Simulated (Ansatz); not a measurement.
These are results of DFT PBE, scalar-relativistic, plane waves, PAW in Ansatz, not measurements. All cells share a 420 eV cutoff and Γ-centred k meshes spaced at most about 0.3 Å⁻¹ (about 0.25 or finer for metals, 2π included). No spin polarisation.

Temperature and zero-point effects are left out.

Compare these two cells of Sb2Se5, each relaxed at this level.

A.

```yaml
crystal:
  lattice:
    - [6.93754, -1.89729, 0.00000]
    - [6.93754, 1.89729, 0.00000]
    - [-6.60028, 0.00000, 10.13044]
  atoms:
    - { symbol: Sb, position: [0.17221, 0.17221, 0.79667] }
    - { symbol: Sb, position: [0.82779, 0.82779, 0.20333] }
    - { symbol: Se, position: [0.16101, 0.16101, 0.57156] }
    - { symbol: Se, position: [0.83899, 0.83899, 0.42844] }
    - { symbol: Se, position: [0.50000, 0.50000, 0.50000] }
    - { symbol: Se, position: [0.17236, 0.17236, 0.08804] }
    - { symbol: Se, position: [0.82764, 0.82764, 0.91196] }
```

B.

```yaml
crystal:
  lattice:
    - [3.97743, 0.00000, 0.00000]
    - [-1.98872, 3.44456, 0.00000]
    - [0.00000, 0.00000, 15.80885]
  atoms:
    - { symbol: Sb, position: [0.66667, 0.33333, 0.87755] }
    - { symbol: Sb, position: [0.33333, 0.66667, 0.12245] }
    - { symbol: Se, position: [0.00000, 0.00000, 0.43079] }
    - { symbol: Se, position: [0.00000, 0.00000, 0.56921] }
    - { symbol: Se, position: [0.33333, 0.66667, 0.77650] }
    - { symbol: Se, position: [0.66667, 0.33333, 0.22350] }
    - { symbol: Se, position: [0.00000, 0.00000, 0.00000] }
```

Problem. Which is lower in energy, and by how much?

Solution. A is lower, by 55 meV/atom. A has space group C2/m (No. 12), 38.1 Å³/atom and a gap of 1.46 eV on its mesh; B has space group P-3m1 (No. 164), 30.9 Å³/atom and no gap. Counting Se atoms around Sb (those within 1.25 times the shortest such distance or 1.15 times the sum of covalent radii), A has Sb 3 and B has Sb 6. B holds Se–Se pairs (shortest 2.19 Å); in A the shortest Se–Se distance is 2.69 Å, near bonding range too. In A, Sb has 3 Se at 2.63–2.64 Å; Se on a site of symmetry m is surrounded by 1 Sb at 2.64 Å and 2 Se at 2.69 Å; Se on a site of symmetry 2/m has 4 Se at 2.69 Å; 1 more site not described. In B, Sb is surrounded by 3 Se at 2.80 Å and 3 Se at 3.00 Å; around Se on a site of symmetry 3m lies 1 Se at 2.19 Å; Se on a second site of symmetry 3m is surrounded by 3 Sb at 2.80 Å; 1 more site not described. Both come from invented guesses.

No dispersion correction is applied, so the spacing and binding between layers, chains or molecules are poorly described (C2/m, P-3m1), and this can change margins and order among such cells. Spin–orbit coupling, which can matter for Sb, is left out. Kohn–Sham gaps at this level usually fall short of measured ones. The missing spin–orbit coupling can work the other way here. Cells relaxed within their symmetry can be saddle points.
